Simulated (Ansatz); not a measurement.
Input and output for Zn (hcp type): DFT, PBE, PAW with Ansatz's default frozen-core files, scalar-relativistic (Ansatz 0.2.0). This run: hcp relaxed under pressure.

The start is a guessed cell.

Command: `ansatz run input.yaml --threads 1 --pin off --max-ram 3584MiB --backend cpu --events-out ev --progress --plain --runs-dir out` It took 51 s on 1 thread of Arm Neoverse V1, with other jobs on the host, peak memory 0.35 GiB.

```yaml
crystal:
  lattice:
    - [2.7145914993, 0.0, 0.0]
    - [-1.3572957496, 2.3509051993, 0.0]
    - [0.0, 0.0, 4.3976382289]
  atoms:
    - { symbol: Zn, position: [0.3333333333, 0.6666666667, 0.25] }
    - { symbol: Zn, position: [0.6666666667, 0.3333333333, 0.75] }
kpoints:
  mp_grid: { grid: [16, 16, 9] }
scf:
  occupations: { method: fermi_dirac, width: 0.1 }
hamiltonian:
  xc: pbe
  pseudopotentials: { kind: paw }
output:
  forces: true
  stress: true
  eigenvalues: true
  write_density: true
  write_potential: true
  elf: true
  volumetric_format: npy
relax:
  f_tol: 0.005
  max_steps: 40
  cell: { p_target: 6.7, stress_tol: 0.03 }
```

Output:

```
Engine: ansatz 0.2.0
Pseudopotentials: kind: paw
Pseudopotential: Zn, paw, valence charge 12, recommended cutoff 420 eV (normal), Zn.paw.azcp
Functional definition: PBE
  parameter kappa = 0.804
  parameter beta = 0.06672455060314922
  exchange = pbe_x(kappa = kappa, mu = beta*pi^2/3)
  correlation = pbe_c(beta = beta)
Crystal: 2 atoms, lattice volume = 28.065 Å³
Basis set: ecut = 420 eV, 549 PW (Γ), exchange–correlation on 40×40×60 points (8 copies of the dense FFT grid, shifted against one another)
Bands: 16, of which v1, the nominal top of the filled ones, is band 12 counted from 1 (11 counted from 0)
Symmetry: 24 space group operations
Space group: P63/mmc (ITA 194), of the structure as read, at distance tolerance 3.0e-5 Å
k-points: 150 of 2304
Non-local potential: Zn, projectors of the file, l = 0: 2, l = 1: 2, l = 2: 3, l = 3: 1
PAW form: soft (Blöchl's): semilocal exchange-correlation on the pseudo side does not see the compensation charge
PAW one-centre angular grid: Zn, 590 points (default); XC on 64 Gauss nodes
Initial density: superposition of atomic densities (neutral atoms: chi_scale 0, normalization atom), corrected by the library's trained network
Initial wavefunctions: pseudopotential atomic-orbital guess
Functional: x = pbe(κ = 0.804, μ = 0.2195149727645171), c = pbe(β = 0.06672455060314922)
SCF iter   1: F=—  HF=-6638.003544 eV  |F-HF|=—  |Δ(HF+E_count)|=         —  Δρ=8.95e-4  dr2=6.73e-5  ethr=1.77e-3  ⟨swp⟩=5.2  Hψ=11725  notcnv=0
preconditioner: auto → none  [metal: Δε(μ)=0.030 eV  Ē_g=13.452 eV  σ=0.100 eV  W_gap=0.07  n_scr=2 (ndim 8)  ℏωp=34.3 eV  f_vac=0.000  D(μ)=0.65/eV (n_scr^D=2)  sad-step TF]
SCF iter   2: F=—  HF=-6638.004081 eV  |F-HF|=—  |Δ(HF+E_count)|=   5.38e-4  Δρ=4.80e-4  dr2=1.59e-5  ethr=2.81e-7  ⟨swp⟩=3.1  Hψ=6408  notcnv=0
SCF iter   3: F=—  HF=-6638.004122 eV  |F-HF|=—  |Δ(HF+E_count)|=   4.08e-5  Δρ=2.65e-4  dr2=6.53e-6  ethr=6.63e-8  ⟨swp⟩=2.0  Hψ=4211  notcnv=0
iter 4 did not close the SCF: its close was put off for the readings that it lacked (scf_convergence_deferred on its scf_iter line)
SCF iter   4: F=-6638.004136 eV  HF=-6638.004136 eV  |F-HF|=5.08e-8  |Δ(HF+E_count)|=   1.38e-5  Δρ=1.56e-5  dr2=2.32e-8  ethr=2.72e-8  ⟨swp⟩=2.0  Hψ=4212  notcnv=0
iter 5 did not close the SCF: its close was put off for the readings that it lacked (scf_convergence_deferred on its scf_iter line)
SCF iter   5: F=-6638.004136 eV  HF=-6638.004136 eV  |F-HF|=3.16e-9  |Δ(HF+E_count)|=   6.34e-8  Δρ=8.90e-6  dr2=8.48e-9  ethr=9.65e-11  ⟨swp⟩=2.0  Hψ=4224  notcnv=0
SCF iter   6: F=-6638.004136 eV  HF=-6638.004136 eV  |F-HF|=8.49e-10  |Δ(HF+E_count)|=   6.16e-9  Δρ=2.29e-6  dr2=5.17e-10  ethr=3.53e-11  ⟨swp⟩=5.9  Hψ=15156  notcnv=0
SCF 1 converged in 6 iterations: F = -6638.004136 eV  dr2 = 5.17e-10
  greatest PAW one-centre occupation: 0.980 electrons in one spin orbital (limit 2), on the Zn atom at site 1 (counted from 0), in its partial waves of l = 2
relax step   1: F+E_penalty+E_count = -6638.00413593 eV  Δ(F+E_penalty+E_count) = +0.000e0 eV  max|allowed force component| = 9.252e-17 eV/Å  Δτ_max = 0.0000 Å  P = +5.332 GPa  Ω = 28.065 Å³  (6 SCF iters, dr2 threshold 1.00e-7 eV, accepted)
Crystal: 2 atoms, lattice volume = 27.779 Å³
Initial density: handed on by an earlier stage of this run
Initial wavefunctions: those handed on with the density
iter 1 solved again at ethr=1.16e-6 eV; its pass at ethr=3.10e-3 eV (dr2=2.79e-4 eV) is discarded
SCF iter   1: F=—  HF=-6637.994356 eV  |F-HF|=—  |Δ(HF+E_count)|=         —  Δρ=1.27e-3  dr2=3.01e-4  ethr=1.16e-6  ⟨swp⟩=2.2  Hψ=14852  notcnv=0
preconditioner: auto → none  [metal: Δε(μ)=0.053 eV  Ē_g=13.520 eV  σ=0.100 eV  W_gap=0.13  n_scr=2 (ndim 8)  ℏωp=34.5 eV  f_vac=0.000  D(μ)=0.64/eV (n_scr^D=2)]
SCF iter   2: F=—  HF=-6637.994290 eV  |F-HF|=—  |Δ(HF+E_count)|=   6.64e-5  Δρ=5.13e-4  dr2=3.08e-5  ethr=1.16e-6  ⟨swp⟩=2.0  Hψ=4096  notcnv=0
SCF iter   3: F=—  HF=-6637.994259 eV  |F-HF|=—  |Δ(HF+E_count)|=   3.07e-5  Δρ=1.71e-4  dr2=6.79e-6  ethr=1.28e-7  ⟨swp⟩=2.0  Hψ=4184  notcnv=0
SCF iter   4: F=-6637.994257 eV  HF=-6637.994257 eV  |F-HF|=2.22e-8  |Δ(HF+E_count)|=   2.55e-6  Δρ=2.38e-5  dr2=9.41e-8  ethr=8.33e-10  ⟨swp⟩=7.5  Hψ=18708  notcnv=0
SCF 2 converged in 4 iterations: F = -6637.994257 eV  dr2 = 9.41e-8
  greatest PAW one-centre occupation: 0.979 electrons in one spin orbital (limit 2), on the Zn atom at site 1 (counted from 0), in its partial waves of l = 2
relax step   2: F+E_penalty+E_count = -6637.99425675 eV  Δ(F+E_penalty+E_count) = +9.879e-3 eV  max|allowed force component| = 2.498e-16 eV/Å  Δτ_max = 0.0000 Å  P = +6.379 GPa  Ω = 27.779 Å³  energy of the carried Pulay correction = +2.081e-4 eV  (4 SCF iters, dr2 threshold 2.00e-7 eV, accepted)
Crystal: 2 atoms, lattice volume = 27.605 Å³
iter 1 solved again at ethr=5.73e-7 eV; its pass at ethr=3.10e-3 eV (dr2=1.37e-4 eV) is discarded
SCF iter   1: F=—  HF=-6637.988297 eV  |F-HF|=—  |Δ(HF+E_count)|=         —  Δρ=9.11e-4  dr2=1.55e-4  ethr=5.73e-7  ⟨swp⟩=3.1  Hψ=15998  notcnv=0
preconditioner: auto → none  [metal: Δε(μ)=0.047 eV  Ē_g=13.580 eV  σ=0.100 eV  W_gap=0.12  n_scr=2 (ndim 8)  ℏωp=34.6 eV  f_vac=0.000  D(μ)=0.63/eV (n_scr^D=2)]
SCF iter   2: F=—  HF=-6637.988270 eV  |F-HF|=—  |Δ(HF+E_count)|=   2.73e-5  Δρ=3.75e-4  dr2=2.03e-5  ethr=5.73e-7  ⟨swp⟩=2.0  Hψ=3994  notcnv=0
SCF iter   3: F=—  HF=-6637.988259 eV  |F-HF|=—  |Δ(HF+E_count)|=   1.14e-5  Δρ=1.96e-4  dr2=7.41e-6  ethr=8.45e-8  ⟨swp⟩=2.0  Hψ=4178  notcnv=0
SCF iter   4: F=—  HF=-6637.988258 eV  |F-HF|=—  |Δ(HF+E_count)|=   9.91e-7  Δρ=5.90e-5  dr2=6.60e-7  ethr=3.09e-8  ⟨swp⟩=1.8  Hψ=3159  notcnv=0
SCF iter   5: F=-6637.988258 eV  HF=-6637.988258 eV  |F-HF|=2.33e-9  |Δ(HF+E_count)|=   7.07e-9  Δρ=9.93e-6  dr2=1.77e-8  ethr=8.33e-10  ⟨swp⟩=9.5  Hψ=18929  notcnv=0
SCF 3 converged in 5 iterations: F = -6637.988258 eV  dr2 = 1.77e-8
relax step   3: F+E_penalty+E_count = -6637.98825768 eV  Δ(F+E_penalty+E_count) = +5.999e-3 eV  max|allowed force component| = 6.476e-17 eV/Å  Δτ_max = 0.0000 Å  P = +7.086 GPa  Ω = 27.605 Å³  energy of the carried Pulay correction = +3.378e-4 eV  (5 SCF iters, dr2 threshold 2.00e-7 eV, accepted)
Crystal: 2 atoms, lattice volume = 26.045 Å³
Basis set: ecut = 420 eV, 513 PW (Γ), exchange–correlation on 40×40×60 points (8 copies of the dense FFT grid, shifted against one another)
[... lines left out ...]
SCF 10 converged in 4 iterations: F = -6638.029105 eV  dr2 = 1.15e-9
relax step  10: F+E_penalty+E_count = -6638.02910465 eV  Δ(F+E_penalty+E_count) = -4.565e-4 eV  max|allowed force component| = 8.327e-17 eV/Å  Δτ_max = 0.0000 Å  P = +6.703 GPa  Ω = 27.928 Å³  energy of the carried Pulay correction = -8.798e-6 eV  (4 SCF iters, dr2 threshold 1.44e-8 eV, accepted)
iter 1 solved again at ethr=1.44e-9 eV; its pass at ethr=3.10e-3 eV (dr2=3.47e-7 eV) is discarded
SCF iter   1: F=—  HF=-6638.029122 eV  |F-HF|=—  |Δ(HF+E_count)|=         —  Δρ=2.28e-6  dr2=1.13e-9  ethr=1.44e-9  ⟨swp⟩=4.0  Hψ=20365  notcnv=0
SCF iter   2: F=—  HF=-6638.029111 eV  |F-HF|=—  |Δ(HF+E_count)|=   1.09e-5  Δρ=1.18e-6  dr2=2.34e-10  ethr=4.70e-12  ⟨swp⟩=2.0  Hψ=4275  notcnv=0
SCF iter   3: F=—  HF=-6638.029111 eV  |F-HF|=—  |Δ(HF+E_count)|=  7.09e-11  Δρ=8.52e-7  dr2=1.37e-10  ethr=1.00e-12  ⟨swp⟩=2.0  Hψ=4164  notcnv=0
SCF iter   4: F=—  HF=-6638.029111 eV  |F-HF|=—  |Δ(HF+E_count)|=  5.18e-11  Δρ=8.97e-8  dr2=1.97e-12  ethr=1.00e-12  ⟨swp⟩=4.4  Hψ=12965  notcnv=0
SCF iter   5: F=-6638.029111 eV  HF=-6638.029111 eV  |F-HF|=1.82e-12  |Δ(HF+E_count)|=  2.73e-12  Δρ=6.16e-8  dr2=4.24e-13  ethr=1.00e-12  ⟨swp⟩=5.2  Hψ=10320  notcnv=0
SCF 11 converged in 5 iterations: F = -6638.029111 eV  dr2 = 4.24e-13
relax step  11: F+E_penalty+E_count = -6638.02911071 eV  Δ(F+E_penalty+E_count) = -6.057e-6 eV  max|allowed force component| = 4.626e-17 eV/Å  Δτ_max = 0.0000 Å  P = +6.703 GPa  Ω = 27.928 Å³  stress off target by 4.22e-3 GPa  SCF on the basis re-selected at this cell (its energy is not comparable with the rows above)  (5 SCF iters)
basis re-selected at this cell: Δ(F+E_penalty+E_count) = -6.057e-6 eV, ΔP = +0.000 GPa vs the last step (what re-selecting the basis moved, of the pressure what is left beyond the Pulay correction that the steps carried, after the strain that the cell walked since its last selection, with what the two solves' SCF thresholds leave and, on support functions, any second-order correction that the steps lacked; it is no measure of the basis error at this ecutwfc). This SCF's stress stands 4.22e-3 GPa from its target on what of the cell is left free (relax.cell.stress_tol is 3.00e-2 GPa) and its largest allowed force component is 4.63e-17 eV/Å (relax.f_tol is 5.00e-3 eV/Å): within both
SCF converged after 5 iterations
Free energy (F): -6638.029111 eV
Harris-Foulkes:  -6638.029111 eV  (|F-HF|=1.82e-12)
Internal energy: -6638.021451 eV  (E = F + TS)
E sigma→0 (E₀):  -6638.025281 eV
Entropy (-TS):   -0.007659 eV (-3.830 meV/atom)
Fermi energy:    12.476785 eV
--- Per-component energies (eV) ---
  E_band       = 124.454230
  E_kinetic    = 263.653040
  E_local      = -2955.807597  (includes V_loc(G=0)·N_el)
  E_nonlocal   = 1219.861277
  E_hartree    = 1242.293567
  E_xc         = -276.740317
  E_vxc        = -107.012717  (∫ρ·V_xc dr)
  E_paw        = -3648.109405  (= ΣΔE_a)
  E_vpaw       = -780.826224  (= ΣTr[D̂ρ^β])
  E_aug_tail   = -0.000720  (compensation charges beyond the density's cutoff)
  E_ewald      = -2483.171297
  E_smearing   = -0.007659  (= −TS)
  E_closure    = 0.000000  (closes the sum)
  Σ components = -6638.029111   (vs F -6638.029111, Δ=0.00e0)
--- Forces (eV/Å), atoms counted from 1 ---
  atom   1  Zn     0.00000000    -0.00000000     0.00000000
  atom   2  Zn    -0.00000000     0.00000000    -0.00000000
  max |Σ_I F_I| component: 5.55e-17 eV/Å
--- Stress (GPa, compression-positive) ---
        6.702869      -0.000000       0.000000
       -0.000000       6.702869       0.000000
        0.000000       0.000000       6.704221
  P = ⅓ Tr σ = 6.7033 GPa (67.033 kbar)
--- Band table (eV; the first three rows and the last of 150) ---
  k-point 0: bands = ["1.2892", "3.4547", "4.2898", "4.5179", "4.5179", "4.5861", "4.5861", "4.9185", "4.9185", "5.1978", "5.1978", "8.4519", "9.7806", "27.7058", "30.2622", "30.2622"]
  k-point 1: bands = ["1.3731", "3.4458", "4.2882", "4.5155", "4.5155", "4.5809", "4.5809", "4.9313", "4.9313", "5.1925", "5.1925", "7.5071", "10.9057", "26.2026", "30.3470", "30.3470"]
  k-point 2: bands = ["1.6206", "3.4058", "4.2882", "4.5113", "4.5113", "4.5671", "4.5671", "4.9659", "4.9659", "5.1763", "5.1763", "6.3042", "12.6597", "23.7828", "30.5970", "30.5970"]
  k-point 149: bands = ["4.1364", "4.1507", "4.3020", "4.3201", "4.5105", "4.5468", "4.7658", "4.8034", "5.1933", "5.2133", "12.2522", "12.8181", "14.3137", "14.4919", "15.2891", "15.2990"]
--- Relaxed structure (9 steps of the walk, 8 accepted, 2 SCFs on fresh bases) ---
  F+E_penalty+E_count = -6638.02911071 eV   max|allowed force component| = 4.626e-17 eV/Å   (the final SCF, on the basis selected at the relaxed cell)
  cell:  # Å, volume = 27.9276 Å³
    - [2.614453513118021, -2.7802643449932284e-11, 0.0]
    - [-1.3072267565349327, 2.26418315938758, 0.0]
    - [0.0, 0.0, 4.717809274588281]
  atoms:
    - { symbol: Zn, position: [0.33333333333333326, 0.6666666666666666, 0.25] }
    - { symbol: Zn, position: [0.6666666666666665, 0.33333333333333326, 0.7500000000000001] }
```

Next run (sc relaxed under pressure), as changes to the input before:

```diff
   lattice:
-    - [2.7145914993, 0.0, 0.0]
-    - [-1.3572957496, 2.3509051993, 0.0]
-    - [0.0, 0.0, 4.3976382289]
+    - [2.4655554389, 0.0, 0.0]
+    - [0.0, 2.4655554389, 0.0]
+    - [0.0, 0.0, 2.4655554389]
   atoms:
-    - { symbol: Zn, position: [0.3333333333, 0.6666666667, 0.25] }
-    - { symbol: Zn, position: [0.6666666667, 0.3333333333, 0.75] }
+    - { symbol: Zn, position: [0.0, 0.0, 0.0] }
 kpoints:
-  mp_grid: { grid: [16, 16, 9] }
+  mp_grid: { grid: [15, 15, 15] }
 scf:
```

Results part of the output:

```
basis re-selected at this cell: Δ(F+E_penalty+E_count) = -1.074e-3 eV, ΔP = -0.019 GPa vs the last step (what re-selecting the basis moved, of the pressure what is left beyond the Pulay correction that the steps carried, after the strain that the cell walked since its last selection, with what the two solves' SCF thresholds leave and, on support functions, any second-order correction that the steps lacked; it is no measure of the basis error at this ecutwfc). This SCF's stress stands 1.23e-2 GPa from its target on what of the cell is left free (relax.cell.stress_tol is 3.00e-2 GPa) and its largest allowed force component is 0.00e0 eV/Å (relax.f_tol is 5.00e-3 eV/Å): within both
SCF converged after 7 iterations
Free energy (F): -3318.771243 eV
Harris-Foulkes:  -3318.771243 eV  (|F-HF|=4.55e-13)
Internal energy: -3318.759465 eV  (E = F + TS)
E sigma→0 (E₀):  -3318.765354 eV
Entropy (-TS):   -0.011778 eV (-11.778 meV/atom)
Fermi energy:    9.793835 eV
--- Per-component energies (eV) ---
  E_band       = 36.079794
  E_kinetic    = 131.259974
  E_local      = -1616.554735  (includes V_loc(G=0)·N_el)
  E_nonlocal   = 609.800891
  E_hartree    = 677.093737
  E_xc         = -137.893802
  E_vxc        = -52.765836  (∫ρ·V_xc dr)
  E_paw        = -1823.698622  (= ΣΔE_a)
  E_vpaw       = -389.847625  (= ΣTr[D̂ρ^β])
  E_aug_tail   = -0.000348  (compensation charges beyond the density's cutoff)
  E_ewald      = -1158.766559
  E_smearing   = -0.011778  (= −TS)
  E_closure    = 0.000000  (closes the sum)
  Σ components = -3318.771243   (vs F -3318.771243, Δ=0.00e0)
--- Forces (eV/Å), atoms counted from 1 ---
  atom   1  Zn     0.00000000    -0.00000000     0.00000000
  max |Σ_I F_I| component: 7.19e-33 eV/Å
--- Stress (GPa, compression-positive) ---
        6.687702       0.000000       0.000000
        0.000000       6.687702      -0.000000
        0.000000       0.000000       6.687702
  P = ⅓ Tr σ = 6.6877 GPa (66.877 kbar)
--- Band table (eV; the first three rows and the last of 120) ---
  k-point 0: bands = ["0.1069", "1.5923", "1.5923", "2.9874", "2.9874", "2.9874", "22.8303", "22.8303", "22.8303", "25.7579"]
  k-point 1: bands = ["0.2128", "1.5988", "1.6241", "2.9690", "2.9690", "2.9890", "21.1846", "22.9560", "22.9560", "25.8246"]
  k-point 2: bands = ["0.5180", "1.6174", "1.7283", "2.9173", "2.9173", "2.9933", "18.6576", "23.3291", "23.3291", "26.0413"]
  k-point 119: bands = ["1.8990", "1.9095", "1.9095", "3.3079", "3.3079", "14.9854", "15.6799", "15.6799", "20.0198", "21.1324"]
--- Relaxed structure (4 steps of the walk, 4 accepted, 1 SCFs on fresh bases) ---
  F+E_penalty+E_count = -3318.77124301 eV   max|allowed force component| = 0.000e0 eV/Å   (the final SCF, on the basis selected at the relaxed cell)
  cell:  # Å, volume = 16.3599 Å³
    - [2.5385937996383117, -6.9012489673875946e-34, 1.1234591342258874e-34]
    - [-5.617295671129438e-34, 2.5385937996383117, 1.0271626370065257e-33]
    - [2.407412430484045e-34, 1.0271626370065257e-33, 2.538593799638311]
  atoms:
    - { symbol: Zn, position: [0.0, 0.0, 0.0] }
```

Next run (omega relaxed under pressure), as changes to the input before:

```diff
   lattice:
-    - [2.4655554389, 0.0, 0.0]
-    - [0.0, 2.4655554389, 0.0]
-    - [0.0, 0.0, 2.4655554389]
+    - [4.2799892625, 0.0, 0.0]
+    - [-2.1399946313, 3.7065794293, 0.0]
+    - [0.0, 0.0, 2.6535933428]
   atoms:
+    - { symbol: Zn, position: [0.3333333333, 0.6666666667, 0.5] }
+    - { symbol: Zn, position: [0.6666666667, 0.3333333333, 0.5] }
 kpoints:
-  mp_grid: { grid: [15, 15, 15] }
+  mp_grid: { grid: [9, 9, 12] }
 scf:
   eigenvalues: true
-  write_density: true
-  write_potential: true
-  elf: true
-  volumetric_format: npy
 relax:
```

Results part of the output:

```
basis re-selected at this cell: Δ(F+E_penalty+E_count) = -7.888e-4 eV, ΔP = -0.003 GPa vs the last step (what re-selecting the basis moved, of the pressure what is left beyond the Pulay correction that the steps carried, after the strain that the cell walked since its last selection, with what the two solves' SCF thresholds leave and, on support functions, any second-order correction that the steps lacked; it is no measure of the basis error at this ecutwfc). This SCF's stress stands 9.19e-3 GPa from its target on what of the cell is left free (relax.cell.stress_tol is 3.00e-2 GPa) and its largest allowed force component is 3.53e-17 eV/Å (relax.f_tol is 5.00e-3 eV/Å): within both
SCF converged after 8 iterations
Free energy (F): -9956.746290 eV
Harris-Foulkes:  -9956.746290 eV  (|F-HF|=3.64e-12)
Internal energy: -9956.716082 eV  (E = F + TS)
E sigma→0 (E₀):  -9956.731186 eV
Entropy (-TS):   -0.030208 eV (-10.069 meV/atom)
Fermi energy:    12.178643 eV
--- Per-component energies (eV) ---
  E_band       = 175.552830
  E_kinetic    = 394.967117
  E_local      = -4484.643717  (includes V_loc(G=0)·N_el)
  E_nonlocal   = 1831.062729
  E_hartree    = 1883.402856
  E_xc         = -414.496378
  E_vxc        = -159.648079  (∫ρ·V_xc dr)
  E_paw        = -5473.181637  (= ΣΔE_a)
  E_vpaw       = -1172.989792  (= ΣTr[D̂ρ^β])
  E_aug_tail   = -0.001131  (compensation charges beyond the density's cutoff)
  E_ewald      = -3693.825921
  E_smearing   = -0.030208  (= −TS)
  E_closure    = 0.000000  (closes the sum)
  Σ components = -9956.746290   (vs F -9956.746290, Δ=0.00e0)
--- Forces (eV/Å), atoms counted from 1 ---
  atom   1  Zn     0.00000000    -0.00000000     0.00000000
  atom   2  Zn    -0.00000000     0.00000000     0.00000000
  atom   3  Zn     0.00000000    -0.00000000     0.00000000
  max |Σ_I F_I| component: 1.73e-18 eV/Å
--- Stress (GPa, compression-positive) ---
        6.709189      -0.000000       0.000000
       -0.000000       6.709189       0.000000
        0.000000       0.000000       6.700029
  P = ⅓ Tr σ = 6.7061 GPa (67.061 kbar)
--- Band table (eV; the first three rows and the last of 84) ---
  k-point 0: bands = ["1.1018", "3.4373", "3.9946", "4.0467", "4.0467", "4.0729", "4.1373", "4.1373", "4.3133", "4.3133", "4.4893", "4.4893", "4.5164", "4.5164", "4.9459", "4.9459", "12.7711", "12.7711", "12.8189", "12.8189", "13.2598", "13.4358"]
  k-point 1: bands = ["1.2546", "3.4917", "4.0183", "4.0183", "4.0662", "4.0950", "4.0950", "4.1220", "4.2659", "4.2659", "4.5237", "4.5237", "4.5431", "4.5431", "4.9314", "4.9314", "12.9286", "12.9286", "12.9951", "12.9951", "13.3635", "13.5331"]
  k-point 2: bands = ["1.7001", "3.6422", "3.9205", "3.9205", "3.9921", "3.9921", "4.2239", "4.2239", "4.2642", "4.2699", "4.5250", "4.5250", "4.6249", "4.6249", "4.9012", "4.9012", "13.3871", "13.3871", "13.5111", "13.5111", "13.6862", "13.8319"]
  k-point 83: bands = ["3.4075", "3.7609", "3.7844", "3.7844", "3.9740", "3.9740", "4.1625", "4.1625", "4.4439", "4.4439", "4.5353", "4.9283", "4.9748", "5.0387", "5.0387", "9.7939", "11.0005", "11.0005", "11.2900", "11.2900", "12.2801", "20.1667"]
--- Relaxed structure (5 steps of the walk, 5 accepted, 1 SCFs on fresh bases) ---
  F+E_penalty+E_count = -9956.74629006 eV   max|allowed force component| = 3.527e-17 eV/Å   (the final SCF, on the basis selected at the relaxed cell)
  cell:  # Å, volume = 42.9421 Å³
    - [4.332421774980238, 2.9221155216398104e-11, 0.0]
    - [-2.166210887515425, 3.7519873170271447, 0.0]
    - [0.0, 0.0, 2.64174672028552]
  atoms:
    - { symbol: Zn, position: [-1.1546451370596664e-35, 5.7733071725663865e-36, 0.0] }
    - { symbol: Zn, position: [0.33333333333333326, 0.6666666666666666, 0.5] }
    - { symbol: Zn, position: [0.6666666666666666, 0.33333333333333337, 0.5] }
```
